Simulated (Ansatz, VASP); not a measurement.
# Al: VASP beside Ansatz

```
Al
1.0
    -0.04048    2.00374    2.00374
     2.00374   -0.04048    2.00374
     2.00374    2.00374   -0.04048
Al
1
Direct
  0.00000 0.00000 0.00000
```

Change from the starting cell: equal xy, yz and zx shear strains of -2 %, crystal datasets.

Alike in both runs: task electric field gradients; functional PBEsol; k mesh 14 × 14 × 14; occupations fermi-dirac, width 0.05 eV; no spin polarisation.

|  | VASP | Ansatz |
| --- | --- | --- |
| version | VASP 6.6.1 | Ansatz 0.2.0 |
| potentials or method | VASP PAW PBE potentials, release 64 (Al), cutoff 520 eV | all-electron PAW with datasets made for the crystal, scalar-relativistic |

VASP gave:

| Quantity | Value |
| --- | --- |
| pressure (GPa) | -1.9 |
| largest component of the traceless stress (GPa) | 0.06 |
| Vzz of the field gradient on the site that differs most (V/Å²) | -2.6 |

What did Ansatz give for the same quantities?

Pressure (GPa): -2.0; largest component of the traceless stress (GPa): 0.07; Vzz of the field gradient on the site that differs most (V/Å²): -2.5.

Ansatz ran all-electron here, so the differences hold the error of VASP's frozen core and of both bases.

Caveats: the PAW data sets were made with another functional, which shifts forces and pressure a little (VASP).
